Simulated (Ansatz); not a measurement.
Where the states of Sr lie

```xyz
2
Lattice="4.2696 0.0000 0.0000 -2.1348 3.6976 0.0000 0.0000 0.0000 6.9987" Properties=species:S:1:pos:R:3 pbc="T T T"
Sr    0.0000    2.4651    1.7497
Sr    2.1348    1.2325    5.2490
```

The cell was built from the hcp type and relaxed in the same program, and has space group P6_3/mmc; it needn't be a known or the stable phase.

These are results of DFT, PBE, all-electron LAPW, scalar-relativistic (Ansatz 0.2.0), not measurements.

Numerical set-up: a Γ-centred 11×11×6 k mesh, Fermi–Dirac smearing of 0.08 eV, basis error target 1 meV/atom, no spin polarisation.

States per eV and cell, averaged over 0.4 eV, from -3.8 to 0.0 eV, with energies (bin centres) from the Fermi level; empty bins are left out. 

```tsv
E (eV)	total
-3.7	0.02
-3.3	0.29
-2.9	0.48
-2.5	0.65
-2.1	0.84
-1.7	1.08
-1.3	1.51
-0.9	1.83
-0.5	1.89
-0.1	1.65
```
